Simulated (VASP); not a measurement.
# Cs2AgBiBr6 (Fm-3m) in VASP: notebook

One crystal, Cs2AgBiBr6, is run at these levels: PBE; tasks: single point.

Program: VASP 6.6.1. These are calculated values, not measurements. Logs are shortened: lines on timing, memory, paths and dates and some standing lists are left out, and cuts for length are marked.

### 1 The crystal as given

Symmetry: Fm-3m, No. 225, cubic system. The conventional cell has a = 11.232 Å, b = 11.232 Å, c = 11.232 Å, α = 90.00°, β = 90.00°, γ = 90.00°. Cs (site symmetry -43m) is surrounded by 12 Br at 3.97 Å. Ag (site symmetry m-3m) is surrounded by 6 Br at 2.80 Å. Bi (site symmetry m-3m) has 6 Br at 2.81 Å as nearest neighbours. Around Br (site symmetry 4mm) lie 1 Ag at 2.80 Å and 1 Bi at 2.81 Å.

### 2 Single point, PBE, non-collinear spin, zero start, spin-orbit coupling

Contents of INCAR:

```
ALGO = Fast
EDIFF = 1E-6
ENCUT = 520
GGA = PE
GGA_COMPAT = False
ISIF = 2
ISMEAR = -1
LASPH = True
LCHARG = False
LMAXMIX = 4
LORBIT = 11
LREAL = False
LSORBIT = True
LWAVE = False
MAGMOM = 0 0 0 0 0 0 0 0 0 0 0 0 0 0 0 0 0 0 0 0 0 0 0 0 0 0 0 0 0 0
NBANDS = 106
NELM = 80
PREC = Accurate
SIGMA = 0.05
```

Contents of KPOINTS:

```
k-points
0
Gamma
  4 4 4
```

Contents of POSCAR:

```
Cs2AgBiBr6
1.0
    0.0000000000      5.6161000000      5.6161000000
    5.6161000000      0.0000000000      5.6161000000
    5.6161000000      5.6161000000      0.0000000000
Cs Ag Bi Br
2 1 1 6
Direct
    0.2500000000      0.2500000000      0.2500000000
    0.7500000000      0.7500000000      0.7500000000
    0.5000000000      0.5000000000      0.5000000000
    0.0000000000      0.0000000000      0.0000000000
    0.2505500000      0.7494500000      0.2505500000
    0.2505500000      0.7494500000      0.7494500000
    0.7494500000      0.2505500000      0.7494500000
    0.7494500000      0.2505500000      0.2505500000
    0.2505500000      0.2505500000      0.7494500000
    0.7494500000      0.7494500000      0.2505500000
```

Potentials or basis: VASP PAW PBE potentials, release 64 (Cs_sv, Ag, Bi_d, Br).

Launch:

```sh
$ cat potpaw_PBE.64/Cs_sv/POTCAR potpaw_PBE.64/Ag/POTCAR potpaw_PBE.64/Bi_d/POTCAR potpaw_PBE.64/Br/POTCAR > POTCAR
$ mpirun -np 1 vasp_ncl > vasp.out
```

OUTCAR:

```text
EDIFF = 1E-6
   ENCUT = 520
   GGA = PE
   ISIF = 2
   ISMEAR = -1
   LASPH = True
   LORBIT = 11
   LREAL = False
   LSORBIT = True
   NELM = 80
   PREC = Accurate

 ion  position               nearest neighbor table
   1  0.250  0.250  0.250-
   2  0.750  0.750  0.750-
   3  0.500  0.500  0.500-   5 2.80   6 2.80   7 2.80   8 2.80   9 2.80  10 2.80
   4  0.000  0.000  0.000-   5 2.81   6 2.81   7 2.81   8 2.81   9 2.81  10 2.81
   5  0.251  0.749  0.251-   3 2.80   4 2.81
   6  0.251  0.749  0.749-   3 2.80   4 2.81
   7  0.749  0.251  0.749-   3 2.80   4 2.81
   8  0.749  0.251  0.251-   3 2.80   4 2.81
   9  0.251  0.251  0.749-   3 2.80   4 2.81
  10  0.749  0.749  0.251-   3 2.80   4 2.81

  LATTYP: Found a face centered cubic cell.
 ALAT       =    11.2322000000

  Lattice vectors:

 A1 = (   0.0000000000,   5.6161000000,   5.6161000000)
 A2 = (   5.6161000000,   0.0000000000,   5.6161000000)
 A3 = (   5.6161000000,   5.6161000000,   0.0000000000)

Analysis of symmetry for initial positions (statically):
=====================================================================
 Subroutine PRICEL returns:
 Original cell was already a primitive cell.

 Routine SETGRP: Setting up the symmetry group for a
 face centered cubic supercell.

 Subroutine GETGRP returns: Found 48 space group operations
 (whereof 48 operations were pure point group operations)
 out of a pool of 48 trial point group operations.

The static configuration has the point symmetry O_h .

Analysis of symmetry for dynamics (positions and initial velocities):
=====================================================================
 Subroutine PRICEL returns:
 Original cell was already a primitive cell.

 Routine SETGRP: Setting up the symmetry group for a
 face centered cubic supercell.

 Subroutine GETGRP returns: Found 48 space group operations
 (whereof 48 operations were pure point group operations)
 out of a pool of 48 trial point group operations.

The dynamic configuration has the point symmetry O_h .

Analysis of structural, dynamic, and magnetic symmetry:
=====================================================================
 Subroutine PRICEL returns:
 Original cell was already a primitive cell.

 Routine SETGRP: Setting up the symmetry group for a
 face centered cubic supercell.

 Subroutine GETGRP returns: Found 48 space group operations
 (whereof 48 operations were pure point group operations)
 out of a pool of 48 trial point group operations.

The overall configuration has the point symmetry O_h .

 Subroutine INISYM returns: Found 48 space group operations
 (whereof 48 operations are pure point group operations),
 and found     1 'primitive' translations

----------------------------------------------------------------------------------------

                                     Primitive cell

  volume of cell :     354.2701

  direct lattice vectors                    reciprocal lattice vectors
     0.000000000  5.616100000  5.616100000    -0.089029754  0.089029754  0.089029754
     5.616100000  0.000000000  5.616100000     0.089029754 -0.089029754  0.089029754
     5.616100000  5.616100000  0.000000000     0.089029754  0.089029754 -0.089029754

  length of vectors
     7.942364788  7.942364788  7.942364788     0.154204057  0.154204057  0.154204057

  position of ions in fractional coordinates (direct lattice)
     0.250000000  0.250000000  0.250000000
     0.750000000  0.750000000  0.750000000
     0.500000000  0.500000000  0.500000000
     0.000000000  0.000000000  0.000000000
     0.250550000  0.749450000  0.250550000
     0.250550000  0.749450000  0.749450000
     0.749450000  0.250550000  0.749450000
     0.749450000  0.250550000  0.250550000
[... 117 lines left out ...]
  ---------------------------------------------------
  free energy    TOTEN  =       -30.56356826 eV

  energy without entropy =      -30.56356592  energy(sigma->0) =      -30.56356709

 E-fermi :   2.0117     XC(G=0):  -8.1654

 val. band max:        1.4599455843   @ k =   0.5000   0.5000   0.0000
 cond. band min:       2.5664878233   @ k =   0.5000   0.0000   0.0000
 fundamental gap:      1.1065422391
 Fermi energy:         2.0116916233

 k-point     1 :       0.0000    0.0000    0.0000
  band No.  band energies     occupation
      1     -23.2058      1.00000
      2     -23.2058      1.00000
      3     -23.2058      1.00000
      4     -23.2058      1.00000
      5     -20.2542      1.00000
      6     -20.2542      1.00000
[... 797 lines left out ...]
     97       7.1960      0.00000
     98       7.2098      0.00000
 [bands above 98 left out]

------------------------ aborting loop because EDIFF is reached ----------------------------------------

  FORCE on cell =-STRESS in cart. coord.  units (eV):
  Direction    XX          YY          ZZ          XY          YZ          ZX
  --------------------------------------------------------------------------------------
  -------------------------------------------------------------------------------------
  Total        4.2349086      4.2349086      4.2349086     -0.0000000      0.0000000     -0.0000000
  in kB       19.1522645     19.1522645     19.1522645     -0.0000000      0.0000000     -0.0000000
  external PRESSURE =      19.1522645 kB  Pullay stress =       0.0000000 kB

 VOLUME and BASIS-vectors are now :
 -----------------------------------------------------------------------------
  energy-cutoff  :      520.00
  volume of cell :      354.27
      direct lattice vectors                 reciprocal lattice vectors
     0.000000000  5.616100000  5.616100000    -0.089029754  0.089029754  0.089029754
     5.616100000  0.000000000  5.616100000     0.089029754 -0.089029754  0.089029754
     5.616100000  5.616100000  0.000000000     0.089029754  0.089029754 -0.089029754

 POSITION                                       TOTAL-FORCE (eV/Angst)
 -----------------------------------------------------------------------------------
      2.80805      2.80805      2.80805        -0.000000     -0.000000     -0.000000
      8.42415      8.42415      8.42415        -0.000000     -0.000000      0.000000
      5.61610      5.61610      5.61610        -0.000000     -0.000000      0.000000
      0.00000      0.00000      0.00000        -0.000000     -0.000000      0.000000
      5.61610      2.81423      5.61610        -0.000000      0.350132      0.000000
      8.41797      5.61610      5.61610        -0.350132     -0.000000      0.000000
      5.61610      8.41797      5.61610        -0.000000     -0.350132      0.000000
      2.81423      5.61610      5.61610         0.350132     -0.000000      0.000000
      5.61610      5.61610      2.81423        -0.000000     -0.000000      0.350132
      5.61610      5.61610      8.41797        -0.000000     -0.000000     -0.350132
 -----------------------------------------------------------------------------------
    total drift:                                0.000000     -0.000000     -0.000000

  FREE ENERGIE OF THE ION-ELECTRON SYSTEM (eV)
  ---------------------------------------------------
  free  energy   TOTEN  =       -30.5635682579 eV

  energy  without entropy=      -30.5635659185  energy(sigma->0) =      -30.56356709

 Spin-Orbit-Coupling matrix elements

 Ion:    1  E_soc:     -0.3239992
 l=   1
     0.0000000    -0.0539761    -0.0539761
    -0.0539761     0.0000000    -0.0539761
    -0.0539761    -0.0539761     0.0000000
 l=   2
     0.0000000    -0.0000045     0.0000000    -0.0000045    -0.0000192
    -0.0000045     0.0000000    -0.0000144    -0.0000045    -0.0000048
     0.0000000    -0.0000144     0.0000000    -0.0000144     0.0000000
    -0.0000045    -0.0000045    -0.0000144     0.0000000    -0.0000048
    -0.0000192    -0.0000048     0.0000000    -0.0000048     0.0000000
 l=   3
     0.0000000     0.0000000     0.0000000     0.0000000     0.0000000     0.0000000     0.0000000
     0.0000000     0.0000000     0.0000000     0.0000000     0.0000000     0.0000000     0.0000000
     0.0000000     0.0000000     0.0000000     0.0000000     0.0000000     0.0000000     0.0000000
     0.0000000     0.0000000     0.0000000     0.0000000     0.0000000     0.0000000     0.0000000
[... 169 lines left out ...]
 l=   2
     0.0000000    -0.0000003     0.0000000    -0.0000003    -0.0000003
    -0.0000003     0.0000000     0.0000023    -0.0000005    -0.0000005
     0.0000000     0.0000023     0.0000000     0.0000023     0.0000000
    -0.0000003    -0.0000005     0.0000023     0.0000000    -0.0000005
    -0.0000003    -0.0000005     0.0000000    -0.0000005     0.0000000
 l=   3
     0.0000000     0.0000000     0.0000000     0.0000000     0.0000000     0.0000000     0.0000000
     0.0000000     0.0000000     0.0000000     0.0000000     0.0000000     0.0000000     0.0000000
     0.0000000     0.0000000     0.0000000     0.0000000     0.0000000     0.0000000     0.0000000
     0.0000000     0.0000000     0.0000000     0.0000000     0.0000000     0.0000000     0.0000000
     0.0000000     0.0000000     0.0000000     0.0000000     0.0000000     0.0000000     0.0000000
     0.0000000     0.0000000     0.0000000     0.0000000     0.0000000     0.0000000     0.0000000
     0.0000000     0.0000000     0.0000000     0.0000000     0.0000000     0.0000000     0.0000000

 total charge

# of ion       s       p       d       tot
------------------------------------------
    1        1.832   4.710   0.017   6.559
    2        1.832   4.710   0.017   6.559
    3        0.243   0.176   9.314   9.733
    4        1.647   0.979   9.991  12.617
    5        1.613   3.246   0.013   4.872
    6        1.613   3.246   0.013   4.872
    7        1.613   3.246   0.013   4.872
    8        1.613   3.246   0.013   4.872
    9        1.613   3.246   0.013   4.872
   10        1.613   3.246   0.013   4.872
--------------------------------------------------
tot         15.233  30.051  19.417  64.701

 magnetization (x)

# of ion       s       p       d       tot
------------------------------------------
    1        0.000  -0.000   0.000   0.000
    2        0.000  -0.000   0.000   0.000
    3       -0.000   0.000  -0.000  -0.000
    4       -0.000  -0.000  -0.000  -0.000
    5       -0.000  -0.000  -0.000  -0.000
    6        0.000   0.000  -0.000  -0.000
    7       -0.000  -0.000  -0.000  -0.000
    8        0.000   0.000  -0.000  -0.000
    9        0.000   0.000   0.000   0.000
   10        0.000   0.000   0.000   0.000
--------------------------------------------------
tot         -0.000  -0.000   0.000  -0.000

 magnetization (y)

# of ion       s       p       d       tot
------------------------------------------
    1        0.000  -0.000   0.000   0.000
    2        0.000  -0.000   0.000  -0.000
    3        0.000  -0.000   0.000   0.000
    4       -0.000   0.000   0.000  -0.000
    5        0.000   0.000   0.000   0.000
    6        0.000   0.000   0.000   0.000
    7        0.000   0.000   0.000   0.000
    8        0.000   0.000   0.000   0.000
    9       -0.000  -0.000  -0.000  -0.000
   10        0.000  -0.000  -0.000  -0.000
--------------------------------------------------
tot          0.000   0.000   0.000   0.000

 magnetization (z)

# of ion       s       p       d       tot
------------------------------------------
    1        0.000   0.000   0.000   0.000
    2        0.000   0.000  -0.000  -0.000
    3        0.000   0.000  -0.000   0.000
    4        0.000  -0.000   0.000  -0.000
    5        0.000   0.000   0.000   0.000
    6       -0.000  -0.000  -0.000  -0.000
    7        0.000   0.000   0.000   0.000
    8       -0.000  -0.000  -0.000  -0.000
    9        0.000   0.000   0.000   0.000
   10        0.000   0.000   0.000   0.000
--------------------------------------------------
tot          0.000  -0.000   0.000  -0.000
```

It took 38 min on 1 thread of Intel Xeon Platinum 8375C at 2.90GHz (Ice Lake), shared host; peak memory 1.5 GiB.

Results:

```yaml
Free_energy: -30.5636 eV
Pressure: 1.9 GPa
Largest_force: 0.350 eV/Å
Net_moment: 0.00 μB per cell
Valence_electrons_inside_the_program's_atomic_spheres: Cs 6.56; Ag 9.73; Bi 12.62; Br 4.87
```

Forces in eV/Å, atoms in the order of the input:
```
Cs   0.000  0.000  0.000
Cs   0.000  0.000  0.000
Ag   0.000  0.000  0.000
Bi   0.000  0.000  0.000
Br   0.000  0.350  0.000
Br  -0.350  0.000  0.000
Br   0.000 -0.350  0.000
Br   0.350  0.000  0.000
Br   0.000  0.000  0.350
Br   0.000  0.000 -0.350
```

Moments on the atoms (μB; x, y, z):
```
Cs  0.00 0.00 0.00
Cs  0.00 0.00 0.00
Ag  0.00 0.00 0.00
Bi  0.00 0.00 0.00
Br  0.00 0.00 0.00
Br  0.00 0.00 0.00
Br  0.00 0.00 0.00
Br  0.00 0.00 0.00
Br  0.00 0.00 0.00
Br  0.00 0.00 0.00
```

### 3 Single point, PBE

Contents of INCAR:

```
SYSTEM = Cs2AgBiBr6
PREC = Accurate
ENCUT = 520
EDIFF = 1E-6
ISMEAR = -1
SIGMA = 0.05
LREAL = .FALSE.
LASPH = .TRUE.
NELM = 60
ALGO = Normal
ISIF = 2
LWAVE = .FALSE.
LCHARG = .FALSE.
GGA = PE
```

Contents of KPOINTS:

```
Automatic mesh
0
G
  6 6 6
  0 0 0
```

POSCAR is that of step 2.

Potentials or basis: VASP PAW PBE potentials, release 64 (Cs_sv, Ag, Bi_d, Br).

Launch:

```sh
$ cat potpaw_PBE.64/Cs_sv/POTCAR potpaw_PBE.64/Ag/POTCAR potpaw_PBE.64/Bi_d/POTCAR potpaw_PBE.64/Br/POTCAR > POTCAR
$ mpirun -np 1 vasp_std > vasp.out
```

OUTCAR:

```text
SYSTEM = Cs2AgBiBr6
   PREC = Accurate
   ENCUT = 520
   EDIFF = 1E-6
   ISMEAR = -1
   LREAL = .FALSE.
   LASPH = .TRUE.
   NELM = 60
   ISIF = 2
   GGA = PE

 ion  position               nearest neighbor table
   1  0.250  0.250  0.250-
   2  0.750  0.750  0.750-
   3  0.500  0.500  0.500-   5 2.80   6 2.80   7 2.80   8 2.80   9 2.80  10 2.80
   4  0.000  0.000  0.000-   5 2.81   6 2.81   7 2.81   8 2.81   9 2.81  10 2.81
   5  0.251  0.749  0.251-   3 2.80   4 2.81
   6  0.251  0.749  0.749-   3 2.80   4 2.81
   7  0.749  0.251  0.749-   3 2.80   4 2.81
   8  0.749  0.251  0.251-   3 2.80   4 2.81
   9  0.251  0.251  0.749-   3 2.80   4 2.81
  10  0.749  0.749  0.251-   3 2.80   4 2.81

  LATTYP: Found a face centered cubic cell.
 ALAT       =    11.2322000000

  Lattice vectors:

 A1 = (   0.0000000000,   5.6161000000,   5.6161000000)
 A2 = (   5.6161000000,   0.0000000000,   5.6161000000)
 A3 = (   5.6161000000,   5.6161000000,   0.0000000000)

Analysis of symmetry for initial positions (statically):
=====================================================================
 Subroutine PRICEL returns:
 Original cell was already a primitive cell.

 Routine SETGRP: Setting up the symmetry group for a
 face centered cubic supercell.

 Subroutine GETGRP returns: Found 48 space group operations
 (whereof 48 operations were pure point group operations)
 out of a pool of 48 trial point group operations.

The static configuration has the point symmetry O_h .

Analysis of symmetry for dynamics (positions and initial velocities):
=====================================================================
 Subroutine PRICEL returns:
 Original cell was already a primitive cell.

 Routine SETGRP: Setting up the symmetry group for a
 face centered cubic supercell.

[... 134 lines left out ...]
  Thomas-Fermi vector in A             =   2.154858
   LORBIT       =      0    0 simple, 1 ext, 2 COOP (PROOUT), +10 PAW based schemes
   GGA     = PE    functional components
   LHFCALC =     F    Hartree Fock is set to
   AEXX    =    0.0000 exact exchange contribution
   IVDW    =     0    specifies the selected vdW correction
   LEPSILON=     F    determine dielectric tensor
   LRPA    =     F    only Hartree local field effects (RPA)
 non-spin polarized calculation
  energy-cutoff  :      520.00
  volume of cell :      354.27
 maximum number of plane-waves:      9577
   NGX = 29   NGY = 29   NGZ = 29

 number of electron      86.0000013 magnetization

 Free energy of the ion-electron system (eV)
  ---------------------------------------------------
  ext. energy  EPLUGINS =         0.00000000
  ---------------------------------------------------
  free energy    TOTEN  =       -29.47858213 eV

  energy without entropy =      -29.47858194  energy(sigma->0) =      -29.47858203

 E-fermi :   2.0826     XC(G=0):  -8.1655

 val. band max:        1.4408784112   @ k =   0.5000   0.5000   0.0000
 cond. band min:       2.7098102743   @ k =   0.5000   0.0000   0.0000
 fundamental gap:      1.2689318631
 Fermi energy:         2.0826071807

 k-point     1 :       0.0000    0.0000    0.0000
  band No.  band energies     occupation
      1     -21.6666      2.00000
      2     -21.6666      2.00000
      3     -21.6249      2.00000
      4     -21.6249      2.00000
      5     -21.6249      2.00000
      6     -19.3629      2.00000
[... 853 lines left out ...]
     50       7.3043      0.00000
     51       7.5281      0.00000

------------------------ aborting loop because EDIFF is reached ----------------------------------------

  FORCE on cell =-STRESS in cart. coord.  units (eV):
  Direction    XX          YY          ZZ          XY          YZ          ZX
  --------------------------------------------------------------------------------------
  -------------------------------------------------------------------------------------
  Total        4.1070190      4.1070190      4.1070190      0.0000000      0.0000000      0.0000000
  in kB       18.5738872     18.5738872     18.5738872      0.0000000      0.0000000      0.0000000
  external PRESSURE =      18.5738872 kB  Pullay stress =       0.0000000 kB

 VOLUME and BASIS-vectors are now :
 -----------------------------------------------------------------------------
  energy-cutoff  :      520.00
  volume of cell :      354.27
      direct lattice vectors                 reciprocal lattice vectors
     0.000000000  5.616100000  5.616100000    -0.089029754  0.089029754  0.089029754
     5.616100000  0.000000000  5.616100000     0.089029754 -0.089029754  0.089029754
     5.616100000  5.616100000  0.000000000     0.089029754  0.089029754 -0.089029754

 POSITION                                       TOTAL-FORCE (eV/Angst)
 -----------------------------------------------------------------------------------
      2.80805      2.80805      2.80805         0.000000     -0.000000     -0.000000
      8.42415      8.42415      8.42415         0.000000      0.000000     -0.000000
      5.61610      5.61610      5.61610         0.000000     -0.000000     -0.000000
      0.00000      0.00000      0.00000         0.000000     -0.000000     -0.000000
      5.61610      2.81423      5.61610         0.000000      0.295940     -0.000000
      8.41797      5.61610      5.61610        -0.295940     -0.000000     -0.000000
      5.61610      8.41797      5.61610         0.000000     -0.295940     -0.000000
      2.81423      5.61610      5.61610         0.295940     -0.000000     -0.000000
      5.61610      5.61610      2.81423         0.000000     -0.000000      0.295940
      5.61610      5.61610      8.41797         0.000000     -0.000000     -0.295940
 -----------------------------------------------------------------------------------
    total drift:                                0.000000      0.000000     -0.000000

  FREE ENERGIE OF THE ION-ELECTRON SYSTEM (eV)
  ---------------------------------------------------
  free  energy   TOTEN  =       -29.4785821278 eV

  energy  without entropy=      -29.4785819373  energy(sigma->0) =      -29.47858203
```

Wall time 3.5 min (1 thread of AMD EPYC 9R45 (Zen 5), shared host); peak memory 0.66 GiB.

What came out:

```
Free energy            : -29.4786 eV
Pressure               : 1.9 GPa
Largest force          : 0.296 eV/Å
Band gap on the k mesh : 1.27 eV, indirect (least direct gap 2.40 eV)
```

Forces on the atoms (eV/Å):
```
Cs   0.000  0.000  0.000
Cs   0.000  0.000  0.000
Ag   0.000  0.000  0.000
Bi   0.000  0.000  0.000
Br   0.000  0.296  0.000
Br  -0.296  0.000  0.000
Br   0.000 -0.296  0.000
Br   0.296  0.000  0.000
Br   0.000  0.000  0.296
Br   0.000  0.000 -0.296
```

Caveat: spin-orbit coupling is left out, which as a rule narrows the gap of such compounds by several tenths of an eV.
